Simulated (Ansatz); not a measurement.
## Step by step: Ca, relaxation of cell and atoms

Theory: DFT, PBE, PAW with Ansatz's default frozen-core files, scalar-relativistic in Ansatz 0.2.0.

Command: `ansatz run input.yaml --threads 1 --pin off --max-ram 2048MiB --backend cpu --events-out ev --progress --plain --runs-dir out` The run took 33 s on 1 thread of Arm Neoverse V2, with other jobs on the host.

```yaml
crystal:
  lattice:
    - [0.0, 3.2195088072, 3.2195088072]
    - [3.2195088072, 0.0, 3.2195088072]
    - [3.2195088072, 3.2195088072, 0.0]
  atoms:
    - { symbol: Ca, position: [0.0, 0.0, 0.0] }
    - { symbol: Ca, position: [0.25, 0.25, 0.25] }
kpoints:
  mp_grid: { grid: [11, 11, 11] }
scf:
  occupations: { method: fermi_dirac, width: 0.05 }
hamiltonian:
  xc: pbe
  pseudopotentials: { kind: paw }
output:
  forces: true
  stress: true
relax:
  f_tol: 0.005
  max_steps: 80
  cell: {}
```

The cell is built from the diamond type as a first guess.

The cutoff is 420 eV; energies and pressures of the walk include the program's estimate of the Pulay term.

Each frame lists the cell vectors (Å), then Cartesian positions (Å); symmetry keeps all forces zero. Free energies count from the first step, -3630.3300 eV.

The walk took 12 evaluations in all; steps that aren't listed are left out.

Step 1: E = 0.0 meV, P = 5.66 GPa

```
cell 0.0000 3.2195 3.2195 3.2195 0.0000 3.2195 3.2195 3.2195 0.0000
Ca    0.0000    0.0000    0.0000
Ca    1.6098    1.6098    1.6098
```

Step 2: E = -338.3 meV, P = 4.87 GPa

```
cell 0.0000 3.3765 3.3765 3.3765 0.0000 3.3765 3.3765 3.3765 0.0000
Ca    0.0000    0.0000    0.0000
Ca    1.6882    1.6882    1.6882
```

Step 3: E = -637.1 meV, P = 3.59 GPa

```
cell 0.0000 3.5334 3.5334 3.5334 0.0000 3.5334 3.5334 3.5334 0.0000
Ca    0.0000    0.0000    0.0000
Ca    1.7667    1.7667    1.7667
```

Step 4: E = -868.8 meV, P = 2.50 GPa

```
cell 0.0000 3.6904 3.6904 3.6904 0.0000 3.6904 3.6904 3.6904 0.0000
Ca    0.0000    0.0000    0.0000
Ca    1.8452    1.8452    1.8452
```

Step 5: E = -1028.4 meV, P = 1.32 GPa

```
cell 0.0000 3.8473 3.8473 3.8473 0.0000 3.8473 3.8473 3.8473 0.0000
Ca    0.0000    0.0000    0.0000
Ca    1.9237    1.9237    1.9237
```

Step 6: E = -1082.0 meV, P = -0.18 GPa

```
cell 0.0000 4.0043 4.0043 4.0043 0.0000 4.0043 4.0043 4.0043 0.0000
Ca    0.0000    0.0000    0.0000
Ca    2.0021    2.0021    2.0021
```

Step 7: E = -1082.9 meV, P = 0.03 GPa

```
cell 0.0000 3.9842 3.9842 3.9842 0.0000 3.9842 3.9842 3.9842 0.0000
Ca    0.0000    0.0000    0.0000
Ca    1.9921    1.9921    1.9921
```

Step 8: E = -1193.3 meV, P = 1.25 GPa (the cell of the step before, solved again on a basis chosen afresh, hence the jump)

Step 9:

```
cell 0.0000 4.0886 4.0886 4.0886 0.0000 4.0886 4.0886 4.0886 0.0000
Ca    0.0000    0.0000    0.0000
Ca    2.0443    2.0443    2.0443
```

Step 10: E = -1306.3 meV, P = 0.18 GPa

```
cell 0.0000 4.2496 4.2496 4.2496 0.0000 4.2496 4.2496 4.2496 0.0000
Ca    0.0000    0.0000    0.0000
Ca    2.1248    2.1248    2.1248
```

Q: Give the energy, pressure of step 9.

A: E = -1257.6 meV, P = 0.79 GPa
```
Ca    0.0000    0.0000    0.0000
Ca    2.0443    2.0443    2.0443
```

Q: How does the relaxation end?

A: It converges, with a = 8.604 Å, b = 8.604 Å, c = 8.604 Å, α = 90.00°, β = 90.00°, γ = 90.00° (conventional cell, space group Fd-3m). The last solve (on a basis chosen afresh for the final cell, so its energy is not quite comparable) gives E = -1310.5 meV, P = 0.02 GPa:
```
cell 0.0000 4.3021 4.3021 4.3021 0.0000 4.3021 4.3021 4.3021 0.0000
Ca    0.0000    0.0000    0.0000
Ca    2.1510    2.1510    2.1510
```
